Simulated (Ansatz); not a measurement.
Runs of Ansatz 0.2.0 on CdSe. It takes space group Fm-3m (No. 225, cubic). The conventional cell has a = 5.748 Å, b = 5.748 Å, c = 5.748 Å, α = 90.00°, β = 90.00°, γ = 90.00°. Around Cd (site symmetry m-3m) lie 6 Se at 2.87 Å. Around Se (site symmetry m-3m) lie 6 Cd at 2.87 Å. Measurements of this composition are mostly on another form, of space group No. 186.

```csv
task,level,spin,cell,k mesh,smearing,points for each segment of the path,gap on the mesh (eV),pressure (GPa),relaxed volume (Å³/atom)
relaxation of cell and atoms,RPBE,off,relaxed,8 × 8 × 8,fermi-dirac 0.05 eV,-,none,0.0,24.56
band structure,RPBE,off,as given,8 × 8 × 8,fermi-dirac 0.05 eV,14,none,(b),-
band structure,PBE,"SOC, no magnetisation",as given,6 × 6 × 6,fermi-dirac 0.05 eV,14,none,-0.3,-
relaxation of cell and atoms,LDA,off,relaxed,8 × 8 × 8,fermi-dirac 0.05 eV,-,none,0.0,(a)
single point,PBE,off,as given,8 × 8 × 8,gaussian 0.011 eV,-,none,-0.3,-
relaxation of cell and atoms,PBEsol,off,relaxed,8 × 8 × 8,fermi-dirac 0.05 eV,-,none,0.0,22.29
band structure,LDA,"SOC, no magnetisation",as given,6 × 6 × 6,fermi-dirac 0.05 eV,14,none,-5.9,-
band structure,revPBE,off,as given,8 × 8 × 8,fermi-dirac 0.05 eV,14,none,1.3,-
```

Alike in all rows: potentials or basis Ansatz PAW; cutoff (eV) 420.

**Question.** Estimate the missing entries.

**Answer.** (a) 21.54; (b) 1.9.

Caveats: the PAW data sets come from PBE, with cores solved anew for the run's functional, which leaves a small shift of forces and pressure (some runs); the plane-wave basis is chosen anew once the cell has moved, so the energies of steps on either side of that aren't comparable (some runs).

A k mesh can miss the band edges, and rows without SOC leave out spin-orbit coupling on Cd, Se.

A gap of «none» marks a metal or a gap under the smearing width.
